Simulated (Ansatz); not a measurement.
A run of Ansatz 0.2.0 is set up as follows.

input.yaml

```yaml
crystal:
  lattice:
    - [2.34185, -1.7113, 0.0]
    - [2.34185, 1.7113, 0.0]
    - [-0.8500274268, 0.0, 5.0578693947]
  atoms:
    - { symbol: Cu, position: [0.5, 0.0, 0.5] }
    - { symbol: Cu, position: [0.0, 0.5, 0.0] }
    - { symbol: O, position: [0.4184, 0.5816, 0.75] }
    - { symbol: O, position: [0.5816, 0.4184, 0.25] }
hamiltonian:
  xc: pbe
  pseudopotentials: { kind: paw }
kpoints:
  mp_grid: { grid: [10, 10, 5] }
scf:
  occupations: { method: gaussian, width: 0.03 }
output:
  forces: true
  stress: true
  eigenvalues: true
```

Potentials or basis: Ansatz PAW.

The run is started by

```console
$ ansatz run input.yaml --threads 2 --pin off --max-ram 5632MiB --backend cpu --events-out ev --progress --plain --runs-dir out
```

**Question.** Predict the band gap on the k mesh.

**Answer.** None (metal or under the smearing width).

**Question.** Estimate the largest force.

**Answer.** 0.261 eV/Å.

**Question.** Estimate the pressure.

**Answer.** 5.7 GPa.

Forces in eV/Å, atoms in the order of the input:
```
Cu   0.000  0.000  0.000
Cu   0.000  0.000  0.000
O    0.000 -0.261  0.000
O    0.000  0.261  0.000
```

Caveat: the pressure holds a Pulay correction of +0.7 GPa for the finite cutoff; the run has no spin polarisation, though such a crystal can be magnetic; semilocal functionals often make such compounds metallic where correlation or magnetic order opens a gap, which also shifts bond lengths. With open d or f shells a metallic result of PBE can be an artefact of self-interaction; +U or a hybrid may open a gap.
